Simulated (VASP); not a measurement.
A run of VASP 6.6.1 is set up as follows.

INCAR

```
SYSTEM = Co
PREC = Accurate
ENCUT = 520
EDIFF = 1E-6
ISMEAR = -1
SIGMA = 0.1
LREAL = .FALSE.
LASPH = .TRUE.
NELM = 80
ALGO = Normal
ISIF = 2
LWAVE = .FALSE.
LCHARG = .FALSE.
NBANDS = 10
```

Contents of KPOINTS:

```
Automatic mesh
0
G
  14 14 14
  0 0 0
```

Contents of POSCAR:

```
Co
1.0
    2.2247716226      0.0000000000      0.0000000000
    0.0000000000      2.2247716226      0.0000000000
    0.0000000000      0.0000000000      2.2247716226
Co
1
Direct
    0.0000000000      0.0000000000      0.0000000000
```

Potentials or basis: VASP PAW LDA potentials, release 64 (Co).

Run with:

```console
$ cat potpaw_LDA.64/Co/POTCAR > POTCAR
$ mpirun -np 1 vasp_std > vasp.out
```

(1) What does it give for the pressure?

(2) Estimate the band gap on the k mesh.

Answers

(1) -1.0 GPa.

(2) none (metal or under the smearing width).

Caveat: the run has no spin polarisation, though such a crystal can be magnetic.
